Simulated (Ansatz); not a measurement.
**Si2Ni: single point with PBE**

The system is Si2Ni.

```
Ni Si
1.0
     0.00000    2.70300    2.70300
     2.70300    0.00000    2.70300
     2.70300    2.70300    0.00000
Ni Si
1 2
Direct
  0.00000 0.00000 0.00000
  0.75000 0.75000 0.75000
  0.25000 0.25000 0.25000
```

- Program: Ansatz 0.2.0
- Task: single point
- Functional: PBE
- Potentials or basis: Ansatz PAW
- Cutoff: 420 eV (not typed: the program's choice for these potentials)
- k mesh: 9 × 9 × 9
- Occupations: gaussian, width 0.019 eV
- Spin: collinear spin, ferromagnetic start
- Starting moments: [1.0, 0.0, 0.0] μB

```json
{
 "Pressure": "4.0 GPa",
 "Band gap on the k mesh": "none (metal or under the smearing width)",
 "Net moment": "0.00 μB per cell",
 "Absolute moment": "0.00 μB per cell"
}
```

Levels at points of the mesh, in eV from the Fermi level:
Spin up:
```
           k point  band 10  band 11  band 12  band 13  band 14  band 15  band 16  band 17
(0.00, 0.00, 0.00)    -3.57    -0.37     1.66     1.66     1.66     2.19     2.19     2.19
```
Spin down:
```tsv
k point	band 10	band 11	band 12	band 13	band 14	band 15	band 16	band 17
(0.00, 0.00, 0.00)	-3.57	-0.37	1.66	1.66	1.66	2.19	2.19	2.19
```

Run time: 2.2 s on 2 threads of Intel(R) Xeon(R) 6975P-C (Granite Rapids), on a shared host, peak memory 0.41 GiB.

Caveat: the starting moments weren't kept.
